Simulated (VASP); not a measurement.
A run of VASP 6.6.1 is set up as follows.

The input INCAR:

```
PREC = Accurate
ENCUT = 600
EDIFF = 1E-7
ISMEAR = 1
SIGMA = 0.1
LREAL = F
LASPH = T
NELM = 80
ALGO = Fast
ISIF = 2
LWAVE = F
LCHARG = F
GGA = PS
IBRION = 2
NSW = 40
EDIFFG = -0.01
```

The input KPOINTS:

```
Automatic mesh
0
Gamma
  16 16 16
```

Contents of POSCAR:

```
Ag                                      
1.0
    0.0000000000      2.0391787586      2.0391787586
    2.0391787586      0.0000000000      2.0391787586
    2.0391787586      2.0391787586      0.0000000000
  Ag            
     1
Direct
     0.0000000000000000    0.0000000000000000    0.0000000000000000
```

Potentials or basis: VASP PAW PBE potentials, release 64 (Ag).

Command:

```console
$ cat potpaw_PBE.64/Ag/POTCAR > POTCAR
$ mpirun -np 1 vasp_std > vasp.out
```

Question: What does it give for the band gap on the k mesh?

Answer: None (metal or under the smearing width).

Final structure:
```xyz
1
Lattice="0.0000 2.0392 2.0392 2.0392 0.0000 2.0392 2.0392 2.0392 0.0000" Properties=species:S:1:pos:R:3 pbc="T T T"
Ag    0.0000    0.0000    0.0000
```

Caveat: the relaxation stopped at its first step, so nothing moved.
